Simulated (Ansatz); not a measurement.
The system is Au.

```
CELL_PARAMETERS angstrom
2.74841 0.00000 0.00000
0.00000 2.74841 0.00000
0.00000 0.00000 2.74841
ATOMIC_POSITIONS crystal
Au 0.50000 0.50000 0.50000
```

The cell was built by a generator and needn't be a form met in nature.

Program: Ansatz 0.2.0. Alike in all runs: task band structure; potentials or basis Ansatz PAW; no spin polarisation; cell as given; k mesh 10 × 10 × 10; smearing fermi-dirac 0.05 eV.

Problem. Order these runs on this cell by their pressure, lowest first.
A. level RPBE; cutoff (eV) 420
B. level PBEsol; cutoff (eV) 420
C. level LDA; cutoff (eV) 420
D. level BLYP; cutoff (eV) 420
E. level r2SCAN; cutoff (eV) 500

Solution. C (-10.0 GPa), B (-6.3 GPa), E (-3.3 GPa), A (3.6 GPa), D (7.6 GPa).

Caveats: the PAW data sets come from PBE, with cores solved anew for the run's functional, which leaves a small shift of forces and pressure.

Runs at the PBE level aren't shown here.
